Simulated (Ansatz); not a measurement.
A calculation with Ansatz 0.2.0 of Sn (ASE script, structure from a CIF):

run.py

```python
import json

import ase.io
import numpy as np
import spglib

import ansatz as az

atoms = ase.io.read("Sn.cif")
cell, frac, numbers = spglib.find_primitive((atoms.cell[:], atoms.get_scaled_positions(), atoms.numbers), symprec=1e-5)
atoms = ase.Atoms(numbers, cell=cell, scaled_positions=frac, pbc=True)

calculation = (
    az.Crystal.from_ase(atoms)
    .calculation()
    .kpoints(9, 9, 9)
    .functional(exchange="b88", correlation="pbe", dispersion="d4")
    .pseudopotentials(kind="paw")
    .scf(extra_bands=6)
    .occupations(method="fermi_dirac", width=0.05)
    .density()
    .potential()
    .output_files(volumetric_format="npy")
    .electron_localization_function()
    .density_of_states(energy_step=0.05, projected=True, nscf_kmesh=(14, 14, 14))
    .forces()
    .stress()
    .band_table(publish=True)
)
outcome = calculation.run(threads=2, events_out="events.jsonl")

report = outcome.report
for line in open("events.jsonl"):
    event = json.loads(line)
    if event["event"] == "scf_iter":
        d = event["data"]
        print(f"SCF {d['iter']:3d}  HF = {d['harris_foulkes_ev']:.6f} eV  dr2 = {d['dr2_ev']:.2e} eV")
    elif event["event"] in ("relax_step", "md_step"):
        d = event["data"]
        print(f"{event['event']} {d['step']:3d}  E = {d['lagrangian_ev']:.6f} eV")
np.set_printoptions(precision=5, suppress=True, linewidth=110)
print("converged:", report["converged"], "after", report["n_iterations"], "iterations")
print(f"free energy {report['free_energy_ev']:.6f} eV, Fermi level {report['fermi_energy_ev']:.4f} eV")
for key in ("band_edges_ev", "magnetization_mub", "site_moments_mub", "site_moments_nc_mub", "forces_ev_ang",
                "stress_gpa", "kpoints_frac", "eigenvalues_ev"):
    if report.get(key) is not None:
        print(key, np.array(report[key]), sep="\n")
```

File Sn.cif:

```cif
data_Sn
_cell_length_a 5.88028091
_cell_length_b 5.88028091
_cell_length_c 3.19860398
_cell_angle_alpha 90.00000000
_cell_angle_beta 90.00000000
_cell_angle_gamma 90.00000000
_space_group_name_H-M_alt 'I4_1/amd'
_space_group_name_Hall 'I 4bw 2bw -1bw'
_space_group_IT_number 141
loop_
_space_group_symop_operation_xyz
'x,y,z'
'-y,x+1/2,z+1/4'
'-x+1/2,-y+1/2,z+1/2'
'y+1/2,-x,z+3/4'
'x,-y+1/2,-z+1/4'
'-y,-x,-z'
'-x+1/2,y,-z+3/4'
'y+1/2,x+1/2,-z+1/2'
'-x,-y+1/2,-z+1/4'
'y,-x,-z'
'x+1/2,y,-z+3/4'
'-y+1/2,x+1/2,-z+1/2'
'-x,y,z'
'y,x+1/2,z+1/4'
'x+1/2,-y+1/2,z+1/2'
'-y+1/2,-x,z+3/4'
'x+1/2,y+1/2,z+1/2'
'-y+1/2,x,z+3/4'
'-x,-y,z'
'y,-x+1/2,z+1/4'
'x+1/2,-y,-z+3/4'
'-y+1/2,-x+1/2,-z+1/2'
'-x,y+1/2,-z+1/4'
'y,x,-z'
'-x+1/2,-y,-z+3/4'
'y+1/2,-x+1/2,-z+1/2'
'x,y+1/2,-z+1/4'
'-y,x,-z'
'-x+1/2,y+1/2,z+1/2'
'y+1/2,x,z+3/4'
'x,-y,z'
'-y,-x+1/2,z+1/4'
loop_
_atom_site_label
_atom_site_type_symbol
_atom_site_symmetry_multiplicity
_atom_site_Wyckoff_symbol
_atom_site_fract_x
_atom_site_fract_y
_atom_site_fract_z
_atom_site_occupancy
Sn1 Sn 4 a 0.0000000000 0.0000000000 0.0000000000 1
```

Potentials or basis: Ansatz PAW.

Launch:

```console
$ python run.py
```

Question: Write the same calculation in another form: native input, structure typed inline.

Answer: As run:

The input input.yaml:

```yaml
crystal:
  lattice:
    - [-2.940140455, 2.940140455, 1.59930199]
    - [2.940140455, -2.940140455, 1.59930199]
    - [2.940140455, 2.940140455, -1.59930199]
  atoms:
    - { symbol: Sn, position: [0.0, 0.0, 0.0] }
    - { symbol: Sn, position: [0.75, 0.25, 0.5] }
hamiltonian:
  xc: { exchange: b88, correlation: pbe }
  pseudopotentials: { kind: paw }
  dispersion: d4
kpoints:
  mp_grid: { grid: [9, 9, 9] }
scf:
  occupations: { method: fermi_dirac, width: 0.05 }
  n_extra_bands: 6
output:
  forces: true
  stress: true
  eigenvalues: true
  dos: { projected: true, de: 0.05, nscf_kmesh: { grid: [14, 14, 14] } }
```

Potentials or basis: Ansatz PAW.

Run with:

```sh
$ ansatz run input.yaml --threads 2 --pin off --max-ram 5120MiB --backend cpu --events-out ev --progress --plain --runs-dir out
```

Both were run:

|  | ASE script, structure from a CIF | native input, structure typed inline |
| --- | --- | --- |
| Pressure | -3.0 GPa | -3.0 GPa |
| Band gap on the k mesh | none (metal or under the smearing width) | none (metal or under the smearing width) |
| Density of states at the Fermi level | 0.97 states/eV per cell | 0.97 states/eV per cell |

Keys that steer only the numerical path or the files written may differ.

Caveat: pairwise dispersion overbinds metals, which lowers pressure and volume; the PAW data sets come from PBE, with cores solved anew for the run's functional, which leaves a small shift of forces and pressure; the dispersion damping was fitted for another functional or another form of the correction.
